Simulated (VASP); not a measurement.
# Hf: relaxed cell and band gap, by functional

Hf, P6_3/mmc (no. 194), 2 atoms in the cell.

| Functional | Volume (Å³/atom) | Change from the starting volume (fraction) | Gap, path and mesh (eV) | Time (s) |
|---|---|---|---|---|
| SOGGA11 (libxc) | 23.53 | 0.051 | 0.00 | 248 |
| HCTH/407 (libxc) | 21.89 | -0.022 | 0.00 | 192 |
| APBE (libxc) | 22.73 | 0.016 | 0.00 | 191 |
| PBEint (libxc) | 21.80 | -0.026 | 0.00 | 214 |
| RGE2 (libxc) | 21.88 | -0.022 | 0.00 | 255 |
| B86 with PBE correlation (libxc) | 22.73 | 0.016 | 0.00 | 245 |
| LDA, PW92 (libxc) | 20.72 | -0.074 | 0.00 | 198 |
| KT2 (libxc) | 20.79 | -0.071 | 0.00 | 244 |

## Input of the first row

INCAR.step1:
```
PREC = Accurate
ENCUT = 600
EDIFF = 1E-7
ISMEAR = 1
SIGMA = 0.1
LREAL = False
LASPH = True
GGA_COMPAT = False
ALGO = Normal
NELM = 150
ISIF = 3
LWAVE = False
LCHARG = False
GGA = LIBXC
LIBXC1 = GGA_X_SOGGA11
LIBXC2 = GGA_C_SOGGA11
IBRION = 2
EDIFFG = -0.005
NSW = 60
```

INCAR.step2, as INCAR.step1 but for:
```
- NSW = 60
+ NSW = 40
```

INCAR.step3, as INCAR.step2 but for:
```
- ISIF = 3
- IBRION = 2
- EDIFFG = -0.005
- NSW = 40
+ ISIF = 2
+ NBANDS = 17
```

KPOINTS:
```
k-points
0
Gamma
  10 10 5
```

KPOINTS_OPT:
```
path GMKGALHA,LM,KH
8
line-mode
reciprocal
 0.0000000000  0.0000000000  0.0000000000  G
 0.5000000000  0.0000000000  0.0000000000  M

 0.5000000000  0.0000000000  0.0000000000  M
 0.3333333333  0.3333333333  0.0000000000  K

 0.3333333333  0.3333333333  0.0000000000  K
 0.0000000000  0.0000000000  0.0000000000  G

 0.0000000000  0.0000000000  0.0000000000  G
 0.0000000000  0.0000000000  0.5000000000  A

 0.0000000000  0.0000000000  0.5000000000  A
 0.5000000000  0.0000000000  0.5000000000  L

 0.5000000000  0.0000000000  0.5000000000  L
 0.3333333333  0.3333333333  0.5000000000  H

 0.3333333333  0.3333333333  0.5000000000  H
 0.0000000000  0.0000000000  0.5000000000  A

 0.5000000000  0.0000000000  0.5000000000  L
 0.5000000000  0.0000000000  0.0000000000  M

 0.3333333333  0.3333333333  0.0000000000  K
 0.3333333333  0.3333333333  0.5000000000  H
```

POSCAR.step1:
```
Hf
1.0
    3.1967000000      0.0000000000      0.0000000000
   -1.5983500000      2.7684234083      0.0000000000
    0.0000000000      0.0000000000      5.0578000000
Hf
2
Direct
    0.6666666667      0.3333333333      0.7500000000
    0.3333333333      0.6666666667      0.2500000000
```

Commands (each step's output is kept before the next begins):
```
cat potpaw_PBE.64/Hf_pv/POTCAR > POTCAR
cp INCAR.step1 INCAR
cp POSCAR.step1 POSCAR
mpirun -np 1 vasp_std > vasp.out
cp CONTCAR POSCAR
rm WAVECAR CHG
cp INCAR.step2 INCAR
mpirun -np 1 vasp_std > vasp.out
cp CONTCAR POSCAR
rm WAVECAR CHG
cp INCAR.step3 INCAR
mpirun -np 1 vasp_std > vasp.out
```

Changes of the last row against the first:
```
(all steps)
- LIBXC1 = GGA_X_SOGGA11
- LIBXC2 = GGA_C_SOGGA11
+ LIBXC1 = GGA_XC_KT2
```

VASP 6.6.1 took 248 s on 1 core (Intel Xeon Platinum 8488C (Sapphire Rapids)), a shared host.
